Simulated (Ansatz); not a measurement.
HfN:

```xyz
2
Lattice="0.0000 2.2560 2.2560 2.2560 0.0000 2.2560 2.2560 2.2560 0.0000" Properties=species:S:1:pos:R:3 pbc="T T T"
Hf    0.0000    0.0000    0.0000
N     2.2560    2.2560    2.2560
```

```yaml
Program: Ansatz 0.2.0
Task: relaxation of cell and atoms
Functional: LDA
Potentials_or_basis: all-electron LAPW, scalar-relativistic
Basis_error_allowed: 0.001 eV/atom
k_mesh: 10 × 10 × 10
Occupations: fermi-dirac, width 0.05 eV
Spin: no spin polarisation
```

At the start: volume 11.48 Å³/atom.

Q: Where does the relaxation end?

A: Over 5 steps the energy falls by 8.6 meV/atom and the volume is 11.15 Å³/atom (-2.8 %); space group Fm-3m (No. 225, to 0.05 Å).

Step by step:
| step | energy change (eV) | largest force (eV/Å) | volume (Å³) |
| --- | --- | --- | --- |
| 1 | 0.0000 | 0.0000 | 22.96 |
| 2 | -0.0121 | 0.0000 | 21.97 |
| 3 | -0.0172 | 0.0000 | 22.33 |
| 4 | -0.0172 | 0.0000 | 22.31 |
| 5 | -0.0172 | 0.0000 | 22.31 |

Final structure:
```
CELL_PARAMETERS angstrom
0.00000 2.23437 2.23437
2.23437 0.00000 2.23437
2.23437 2.23437 0.00000
ATOMIC_POSITIONS crystal
Hf 0.00000 0.00000 0.00000
N 0.50000 0.50000 0.50000
```
